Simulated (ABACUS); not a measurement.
The system is Na2S.

```
S Na
1.0
     0.00000    3.27350    3.27350
     3.27350    0.00000    3.27350
     3.27350    3.27350    0.00000
S Na
1 2
Direct
  0.00000 0.00000 0.00000
  0.75000 0.75000 0.75000
  0.25000 0.25000 0.25000
```

A run of ABACUS 3.10.1 on this cell left the log below. Logs are shortened: lines on timing, memory, paths and dates and some standing lists are left out, and cuts for length are marked.

```text
ABACUS v3.10.1

               Atomic-orbital Based Ab-initio Computation at UStc

 ------------------------------------------------------------------------------------

 READING GENERAL INFORMATION
                           global_out_dir = OUT.Na2S/
                           global_in_card = INPUT
                               pseudo_dir = ./
                              orbital_dir =
                                    DSIZE = 4
                                    GSIZE = 1

 READING UNITCELL INFORMATION
                                    ntype = 2
                  lattice constant (Bohr) = 1.88973
              lattice constant (Angstrom) = 1

 READING ATOM TYPE 1
                               atom label = S
                      L=0, number of zeta = 1
                      L=1, number of zeta = 1
                      L=2, number of zeta = 1
             number of atom for this type = 1

 READING ATOM TYPE 2
                               atom label = Na
                      L=0, number of zeta = 1
                      L=1, number of zeta = 1
                      L=2, number of zeta = 1
             number of atom for this type = 2

                        TOTAL ATOM NUMBER = 3
DIRECT COORDINATES
    atom                   x                   y                   z     mag                  vx                  vy                  vz
taud_S1            0.0000000000        0.0000000000        0.0000000000  0.0000        0.0000000000        0.0000000000        0.0000000000
taud_Na1            0.7500000000        0.7500000000        0.7500000000  0.0000        0.0000000000        0.0000000000        0.0000000000
taud_Na2            0.2500000000        0.2500000000        0.2500000000  0.0000        0.0000000000        0.0000000000        0.0000000000

                          Volume (Bohr^3) = 473.439
                             Volume (A^3) = 70.1563

 Lattice vectors: (Cartesian coordinate: in unit of a_0)
                   +0             +3.2735             +3.2735
              +3.2735                  +0             +3.2735
              +3.2735             +3.2735                  +0
 Reciprocal vectors: (Cartesian coordinate: in unit of 2 pi/a_0)
            -0.152742           +0.152742           +0.152742
[... 169 lines left out ...]

 number of pseudo atomic orbitals for Na is 3
WARNING: norm of atomic wavefunction # 3 of atomic type Na is 0.967804, renormalized

 -------------------------------------------
 NONSELF-CONSISTENT
 -------------------------------------------
                                 init_chg = file
 try to read charge from file
 Read in the charge density: OUT.Na2S//Na2S-CHARGE-DENSITY.restart

 PW ALGORITHM --------------- ION=   1  ELEC=   1--------------------------------

 k(1/102) Iter steps (avg)=11 threshold=1e-07
 k(2/102) Iter steps (avg)=10 threshold=1e-07
 k(3/102) Iter steps (avg)=10 threshold=1e-07
 k(4/102) Iter steps (avg)=11 threshold=1e-07
 k(5/102) Iter steps (avg)=12 threshold=1e-07
 k(6/102) Iter steps (avg)=24 threshold=1e-07
 k(7/102) Iter steps (avg)=16 threshold=1e-07
 k(8/102) Iter steps (avg)=29 threshold=1e-07
 k(9/102) Iter steps (avg)=19 threshold=1e-07
[... 4 lines left out ...]
 k(12/102) Iter steps (avg)=16 threshold=1e-07
 k(13/102) Iter steps (avg)=15 threshold=1e-07
 k(14/102) Iter steps (avg)=16 threshold=1e-07
 k(15/102) Iter steps (avg)=19 threshold=1e-07
 k(16/102) Iter steps (avg)=20 threshold=1e-07
 k(17/102) Iter steps (avg)=22 threshold=1e-07
 k(18/102) Iter steps (avg)=22 threshold=1e-07
 k(19/102) Iter steps (avg)=18 threshold=1e-07
 k(20/102) Iter steps (avg)=17 threshold=1e-07
 k(21/102) Iter steps (avg)=17 threshold=1e-07
 k(22/102) Iter steps (avg)=17 threshold=1e-07
 k(23/102) Iter steps (avg)=17 threshold=1e-07
 k(24/102) Iter steps (avg)=16 threshold=1e-07
 k(25/102) Iter steps (avg)=16 threshold=1e-07
 k(26/102) Iter steps (avg)=16 threshold=1e-07
[... levels at 26 k points of this process ...]

 Density error is 0.00000000000
                          Error Threshold = 1.00000000000e-07
----------------------------------------------------------
     Energy           Rydberg                 eV
----------------------------------------------------------
 E_KohnSham     -204.8101840394      -2786.5855113644
 E_KS(sigma->0) -204.8101840394      -2786.5855113643
 E_Harris       -204.8101840394      -2786.5855113644
 E_band         -32.9608200545       -448.4549634937
 E_one_elec     -148.4332684790      -2019.5382240782
 E_Hartree      78.3585456958        1066.1227084559
 E_xc           -33.0903082492       -450.2167407656
 E_Ewald        -101.6451530070      -1382.9532549764
 E_entropy(-TS) -0.0000000000        -0.0000000001
 E_descf        0.0000000000         0.0000000000
 E_exx          0.0000000000         0.0000000000
 E_Fermi        0.2132020005         2.9007620320
----------------------------------------------------------

 charge density convergence is achieved
 final etot is -2786.5855114 eV
 EFERMI = 2.9007620320 eV

 STATE ENERGY(eV) AND OCCUPATIONS    NSPIN == 1
 1/26 kpoint (Cartesian) = 0.0000 0.0000 0.0000 (6735 pws)
       1       -47.9959      0.0196078
       2       -47.9832      0.0196078
       3       -20.5360      0.0196078
       4       -20.5360      0.0196078
       5       -20.5360      0.0196078
       6       -20.4807      0.0196078
[... 134 lines left out ...]
      21        14.1188        0.00000
      22        17.0798        0.00000

[... levels at 20 further k points ...]

 --------------------------------------------
 !FINAL_ETOT_IS -2786.585511364375 eV
 --------------------------------------------

 Output bands in file: OUT.Na2S/BANDS_1.dat
```

Question: What input gives this log?

Answer: Band structure with LDA, no spin polarisation. The files as run (others can give the same):

INPUT
```
INPUT_PARAMETERS
suffix              Na2S
calculation         nscf
basis_type          pw
pseudo_dir          ./
symmetry            -1
dft_functional      pz
ecutwfc             89.0
pseudo_rcut         7
nspin               1
nbands              22
ks_solver           dav
smearing_method     fd
smearing_sigma      0.00367493
scf_thr             1e-08
scf_nmax            100
mixing_type         broyden
mixing_beta         0.7
init_chg            file
pw_diag_thr         1e-07
out_band            1
kpar                4
```

STRU
```
ATOMIC_SPECIES
S 32.0600 S.upf
Na 22.9898 Na.upf

LATTICE_CONSTANT
1.8897261246

LATTICE_VECTORS
0.0000000000 3.2735000000 3.2735000000
3.2735000000 0.0000000000 3.2735000000
3.2735000000 3.2735000000 0.0000000000

ATOMIC_POSITIONS
Direct

S
0.0
1
0.0000000000 0.0000000000 0.0000000000 1 1 1

Na
0.0
2
0.7500000000 0.7500000000 0.7500000000 1 1 1
0.2500000000 0.2500000000 0.2500000000 1 1 1
```

KPT
```
K_POINTS
12
Line
0.00000000 0.00000000 0.00000000 10 // G
0.50000000 0.00000000 0.50000000 10 // X
0.50000000 0.25000000 0.75000000 10 // W
0.37500000 0.37500000 0.75000000 10 // K
0.00000000 0.00000000 0.00000000 10 // G
0.50000000 0.50000000 0.50000000 10 // L
0.62500000 0.25000000 0.62500000 10 // U
0.50000000 0.25000000 0.75000000 10 // W
0.50000000 0.50000000 0.50000000 10 // L
0.37500000 0.37500000 0.75000000 1 // K
0.62500000 0.25000000 0.62500000 10 // U
0.50000000 0.00000000 0.50000000 1 // X
```

Potentials or basis: PseudoDojo NC SR 0.4.1 LDA stringent, plane waves.
Launch:
```bash
$ OMP_NUM_THREADS=1 mpirun -np 4 abacus > log
```

Caveat: the density is read from an earlier self-consistent run, whose mesh may be coarse.
